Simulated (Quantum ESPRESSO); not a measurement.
# ZnO (zincite) under changes of volume

One of the cells (11.900 Å³/atom); the others are scaled copies at fixed shape and fractional positions:

```
Zn O
1.0
     3.24931    0.00000    0.00000
    -1.62465    2.81398    0.00000
     0.00000    0.00000    5.20571
Zn O
2 2
Direct
  0.66667 0.33333 0.00000
  0.33333 0.66667 0.50000
  0.33333 0.66667 0.87901
  0.66667 0.33333 0.37901
```

| Quantity | Value |
| --- | --- |
| Program | Quantum ESPRESSO 7.5 |
| Functional | LDA |
| Potentials or basis | GBRV 1.5 LDA |
| Cutoff | 762 eV |
| Density cutoff | 6095 eV |
| k mesh | 9 × 9 × 5 |
| Occupations | fermi-dirac, width 0.05 eV |
| Spin | no spin polarisation |

```csv
volume (Å³/atom),energy over the lowest point (meV/atom),pressure (GPa),gap on the mesh (eV)
11.186,2.36,3.1,0.85
11.424,0.00,-0.4,0.81
11.662,?,?,?
11.900,9.64,-6.4,0.75
12.138,20.63,-8.9,0.71
12.376,35.15,-11.1,0.68
12.614,52.83,-13.1,0.65
```

Problem. What does the run at 11.662 Å³/atom give?

Solution. Energy over the lowest point 2.61 meV/atom; pressure -3.6 GPa; gap on the mesh 0.78 eV.

Worked out: A Birch-Murnaghan fit of order 3 (a polynomial in V^(-2/3)) to the other rows has its minimum at 11.41 Å³/atom with B0 = V·E''(V) = 161 GPa and B' = 4.4 at fixed shape and positions, which overstates the stiffness. It gives 2.60 meV/atom at 11.662 Å³/atom, against the run's 2.61, and -dE/dV = -3.3 GPa, against -3.6. A straight line through the other rows of the gap, of slope -1.66 eV per unit of ln V (its deformation potential), gives 0.78 eV, against the run's 0.78.

Energies are extrapolated to zero smearing.
